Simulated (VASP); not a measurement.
# Si in VASP: one cell, several levels of theory

Si built on the lonsdaleite prototype, under +3.0 % strain along z alone is computed at one geometry. Runs: PBE, r2SCAN. The results are then set beside those of Ansatz 0.2.0 for the same cell.

The runs shown are made with VASP 6.6.1. PAW datasets, plane waves. Spin-unpolarised throughout; all numbers are computed.

## Step 1: The system as given

The cell comes from an earlier relaxation with r2SCAN in another program, then strained, with the atoms relaxed again.

It is hexagonal, P6_3/mmc (No. 194); a = 3.832 Å, c = 6.531 Å in the conventional setting, 20.77 Å³ an atom. Si has 4 Si at 2.37–2.42 Å.

Coordinates:

```cif
data_structure
_symmetry_space_group_name_H-M 'P 1'
_symmetry_Int_Tables_number 1
_cell_length_a 3.8321
_cell_length_b 3.8321
_cell_length_c 6.5315
_cell_angle_alpha 90.000
_cell_angle_beta 90.000
_cell_angle_gamma 120.000
_cell_volume 83.07
loop_
_atom_site_label
_atom_site_type_symbol
_atom_site_fract_x
_atom_site_fract_y
_atom_site_fract_z
_atom_site_occupancy
Si1 Si 0.33333 0.66667 0.00200 1
Si2 Si 0.66667 0.33333 0.50200 1
Si3 Si 0.33333 0.66667 0.37300 1
Si4 Si 0.66667 0.33333 0.87300 1
```

## Step 2: Single point with PBE

The input, INCAR:

```
ENCUT = 520.000000
SIGMA = 0.020000
EDIFF = 1.00e-07
GGA = PE
PREC = Accurate
IBRION = -1
ISIF = 2
ISMEAR = -1
NBANDS = 16
NELM = 120
NSW = 0
LASPH = .TRUE.
LCHARG = .FALSE.
LWAVE = .FALSE.
LREAL = .FALSE.
```

The input, KPOINTS:

```
KPOINTS created by Atomic Simulation Environment
0
Gamma
12 12 4
0 0 0
```

The input, KPOINTS_OPT:

```
special points
7
Reciprocal
0.0000000000 0.0000000000 0.0000000000 1
0.5000000000 0.0000000000 0.0000000000 1
0.3333333333 0.3333333333 0.0000000000 1
0.0000000000 0.0000000000 0.5000000000 1
0.5000000000 0.0000000000 0.5000000000 1
0.3333333333 0.3333333333 0.5000000000 1
0.0000000000 0.4244790000 0.3567710000 1
```

The input, POSCAR:

```
Si
 1.0000000000000000
     3.8321295590073570    0.0000000000000000    0.0000000000000000
    -1.9160647795036785    3.3187215486936292    0.0000000000000000
     0.0000000000000000    0.0000000000000000    6.5314533663000001
 Si
   4
Cartesian
 -0.0000000000000000  2.2124810324624193  0.0130495894801826
  1.9160647795036783  1.1062405162312097  3.2787762726301830
 -0.0000000000000000  2.2124810324624193  2.4362454228823172
  1.9160647795036783  1.1062405162312097  5.7019721060323176
```

The run uses the recommended PBE PAW datasets (16 valence electrons a neutral cell).

Command:

```sh
> mpirun -np 1 vasp_std
```

Printed to the terminal (iteration lines stand in OSZICAR):

```text
POSCAR found type information on POSCAR Si
 POSCAR found :  1 types and       4 ions
 LDA part: xc-table for (Slater+PW92), standard interpolation
 POSCAR, INCAR and KPOINTS ok, starting setup
 FFT: planning ... GRIDC
 FFT: planning ... GRID_SOFT
 FFT: planning ... GRID
 WAVECAR not read
 entering main loop
 Start KPOINTS_OPT (optional k-point list driver)
k-point batch [1-7\7]
```

OSZICAR:

```text
N       E                     dE             d eps       ncg     rms          rms(c)
DAV:   1     0.263487992216E+02    0.26349E+02   -0.60180E+03  1824   0.820E+02
DAV:   2    -0.200168453666E+02   -0.46366E+02   -0.42321E+02  2464   0.122E+02
DAV:   3    -0.219331170124E+02   -0.19163E+01   -0.18984E+01  2504   0.228E+01
DAV:   4    -0.219566636679E+02   -0.23547E-01   -0.23540E-01  2280   0.320E+00
DAV:   5    -0.219570762377E+02   -0.41257E-03   -0.41254E-03  2520   0.409E-01    0.658E+00
DAV:   6    -0.217259815023E+02    0.23109E+00   -0.96612E-02  2160   0.149E+00    0.399E+00
DAV:   7    -0.216195042020E+02    0.10648E+00   -0.20540E-01  2168   0.224E+00    0.242E-01
DAV:   8    -0.216218160100E+02   -0.23118E-02   -0.16377E-02  2088   0.679E-01    0.124E-01
DAV:   9    -0.216221571474E+02   -0.34114E-03   -0.61833E-04  2480   0.145E-01    0.897E-02
DAV:  10    -0.216223353774E+02   -0.17823E-03   -0.19203E-04  2064   0.692E-02    0.194E-02
DAV:  11    -0.216223449980E+02   -0.96206E-05   -0.17379E-05  2448   0.221E-02    0.137E-02
DAV:  12    -0.216223473763E+02   -0.23783E-05   -0.27708E-06  2072   0.941E-03    0.571E-03
DAV:  13    -0.216223476130E+02   -0.23669E-06   -0.69565E-07  2296   0.429E-03    0.422E-04
DAV:  14    -0.216223476050E+02    0.80458E-08   -0.22651E-08  1560   0.923E-04
   1 F= -.21622348E+02 E0= -.21622348E+02  d E =-.315889E-08
       N       E                     dE             ncg
DAV:   1     0.233155475082E+04   -0.23707E+04      224
DAV:   2     0.201822023125E+04   -0.31333E+03      312
DAV:   3     0.200647645612E+04   -0.11744E+02      288
DAV:   4     0.200633915333E+04   -0.13730E+00      288
DAV:   5     0.200633708118E+04   -0.20722E-02      304
DAV:   6     0.200633703263E+04   -0.48544E-04      296
DAV:   7     0.200633703137E+04   -0.12580E-05      296
DAV:   8     0.200633703134E+04   -0.35026E-07      232
```

The lines after F= are the extra pass for the points of KPOINTS_OPT, at fixed density; their E is not a total energy.

OUTCAR, selected sections:

```text
k-points           NKPTS =     57   k-points in BZ     NKDIM =     57   number of bands    NBANDS=     16

   NELECT =      16.0000    total number of electrons

   dimension x,y,z NGX =    30 NGY =   30 NGZ =   50
   dimension x,y,z NGXF=    60 NGYF=   60 NGZF=  100

  energy-cutoff  :      520.00
  volume of cell :       83.07
      direct lattice vectors                 reciprocal lattice vectors
     3.832129559  0.000000000  0.000000000     0.260951511  0.150660425  0.000000000
    -1.916064780  3.318721549  0.000000000     0.000000000  0.301320851  0.000000000
     0.000000000  0.000000000  6.531453366     0.000000000  0.000000000  0.153105281

 k-points in reciprocal lattice and weights: KPOINTS created by Atomic Simulation Env
   0.00000000  0.00000000  0.00000000       0.002
   0.08333333 -0.00000000  0.00000000       0.010
   0.16666667 -0.00000000  0.00000000       0.010
   0.25000000 -0.00000000  0.00000000       0.010
   0.33333333 -0.00000000  0.00000000       0.010
   0.41666667 -0.00000000  0.00000000       0.010
   0.50000000 -0.00000000  0.00000000       0.005
   0.08333333  0.08333333  0.00000000       0.010
[... 49 more k-points ...]

 E-fermi :   6.0417

 k-point     1 :       0.0000    0.0000    0.0000
  band No.  band energies     occupation
      1      -6.2598      2.00000
      2      -4.2139      2.00000
      3      -1.3784      2.00000
      4       4.4125      2.00000
      5       4.4125      2.00000
      6       5.2138      2.00000
      7       5.7591      2.00000
      8       5.7591      2.00000
      9       7.0084      0.00000
     10       7.4902      0.00000
     11       7.8768      0.00000
     12       7.8768      0.00000
     13       9.0984      0.00000
     14       9.8700      0.00000
     15       9.8700      0.00000
     16      11.7926      0.00000

 k-point     2 :       0.0833   -0.0000    0.0000
  band No.  band energies     occupation
      1      -6.1790      2.00000
      2      -4.1313      2.00000
      3      -1.3344      2.00000
      4       3.7288      2.00000
      5       4.2420      2.00000
      6       5.1129      2.00000
      7       5.1242      2.00000
      8       5.6049      2.00000
      9       7.3996      0.00000
     10       7.5766      0.00000
     11       8.0474      0.00000
     12       8.1242      0.00000
     13       9.4115      0.00000
     14      10.0674      0.00000
     15      10.1811      0.00000
     16      11.2570      0.00000

 k-point     3 :       0.1667   -0.0000    0.0000
  band No.  band energies     occupation
      1      -5.9386      2.00000
      2      -3.8852      2.00000
      3      -1.2285      2.00000
      4       2.5442      2.00000
      5       3.8645      2.00000
      6       3.8666      2.00000
      7       4.8377      2.00000
      8       5.2549      2.00000
      9       7.2002      0.00000
     10       7.8095      0.00000
     11       8.6417      0.00000
     12       9.1240      0.00000
     13       9.1450      0.00000
     14      10.4745      0.00000
     15      10.9970      0.00000
     16      11.3429      0.00000

 k-point     4 :       0.2500   -0.0000    0.0000
  band No.  band energies     occupation
      1      -5.5464      2.00000
      2      -3.4820      2.00000
      3      -1.1791      2.00000
      4       1.5014      2.00000
      5       2.5473      2.00000
      6       3.4672      2.00000
      7       4.3455      2.00000
      8       4.8786      2.00000
      9       6.8919      0.00000
     10       8.1706      0.00000
     11       8.7068      0.00000
     12       8.9876      0.00000
     13       9.2412      0.00000
     14      11.0714      0.00000
     15      11.9667      0.00000
     16      12.1303      0.00000

 k-point     5 :       0.3333   -0.0000    0.0000
  band No.  band energies     occupation
      1      -5.0225      2.00000
      2      -2.9388      2.00000
      3      -1.4660      2.00000
      4       0.9896      2.00000
      5       1.3086      2.00000
      6       3.1466      2.00000
      7       3.7223      2.00000
      8       4.5714      2.00000
      9       6.6176      0.00000
     10       8.2798      0.00000
     11       8.7367      0.00000
     12       8.8307      0.00000
     13       9.0183      0.00000
     14      11.8340      0.00000
     15      12.5951      0.00000
     16      12.8233      0.00000

 k-point     6 :       0.4167   -0.0000    0.0000
  band No.  band energies     occupation
      1      -4.4322      2.00000
      2      -2.3165      2.00000
      3      -2.1090      2.00000
      4       0.2569      2.00000
      5       1.0563      2.00000
      6       2.9435      2.00000
      7       3.1207      2.00000
      8       4.3756      2.00000
      9       6.4119      0.00000
     10       8.0662      0.00000
     11       8.6225      0.00000
     12       8.9455      0.00000
     13       9.2861      0.00000
     14      11.6798      0.00000
     15      11.8525      0.00000
     16      13.7227      0.00000

 k-point     7 :       0.5000   -0.0000    0.0000
  band No.  band energies     occupation
      1      -4.0779      2.00000
      2      -2.5201      2.00000
      3      -1.9318      2.00000
      4      -0.2727      2.00000
      5       1.1999      2.00000
      6       2.8297      2.00000
      7       2.8743      2.00000
      8       4.3088      2.00000
      9       6.3345      0.00000
     10       7.9884      0.00000
     11       8.5658      0.00000
     12       8.9095      0.00000
     13       9.6281      0.00000
     14      11.2145      0.00000
     15      11.8673      0.00000
     16      13.8123      0.00000

 k-point     8 :       0.0833    0.0833    0.0000
  band No.  band energies     occupation
      1      -6.0184      2.00000
      2      -3.9669      2.00000
      3      -1.2585      2.00000
      4       2.9148      2.00000
      5       3.8573      2.00000
      6       4.2583      2.00000
      7       4.9623      2.00000
      8       5.2783      2.00000
      9       7.7348      0.00000
     10       7.7571      0.00000
     11       7.8799      0.00000
     12       9.0099      0.00000
     13       9.7883      0.00000
     14       9.8623      0.00000
     15      10.7275      0.00000
     16      11.3112      0.00000

[... the tables of k-points 9 to 57 left out ...]

  Total        0.1504002      0.1504002     -2.5572073      0.0000000     -0.0000000      0.0000000
  in kB        2.9009354      2.9009354    -49.3237043      0.0000000     -0.0000000      0.0000000
  external PRESSURE =     -14.5072778 kB  Pullay stress =       0.0000000 kB

 POSITION                                       TOTAL-FORCE (eV/Angst)
 -----------------------------------------------------------------------------------
      0.00000      2.21248      0.01305        -0.000000     -0.000000      0.013435
      1.91606      1.10624      3.27878         0.000000     -0.000000      0.013435
      0.00000      2.21248      2.43625        -0.000000      0.000000     -0.013435
      1.91606      1.10624      5.70197         0.000000      0.000000     -0.013435
 -----------------------------------------------------------------------------------
    total drift:                                0.000000      0.000000      0.000005

  FREE ENERGIE OF THE ION-ELECTRON SYSTEM (eV)
  ---------------------------------------------------
  free  energy   TOTEN  =       -21.6223476050 eV

  energy  without entropy=      -21.6223476018  energy(sigma->0) =      -21.62234760
```

Hardware: 1 MPI rank of Intel Xeon Platinum 8488C, shared host.

The levels at the points of KPOINTS_OPT are read from vasprun.xml.

Band energies at the special points (eV, zero at the top of v, the last band that the electrons fill by count):

| point | v−1 | v | c | c+1 |
| --- | --- | --- | --- | --- |
| Γ | 0.00 | 0.00 | 1.25 | 1.73 |
| M | -2.88 | -1.45 | 0.58 | 2.23 |
| K | -3.49 | -3.36 | 0.83 | 4.79 |
| A | -0.81 | -0.81 | 1.94 | 1.94 |
| L | -2.31 | -2.31 | 0.81 | 0.81 |
| H | -2.11 | -2.11 | 1.35 | 1.35 |

The PBE gap is 0.56 eV and indirect (Γ to (0.00, 0.42, 0.36)), with 1.25 eV as the least direct one. Pressure: -1.45 GPa, and the largest force is 0.013 eV/Å, on atom 1 (Si).

(Part 1 of 2 ends here.)
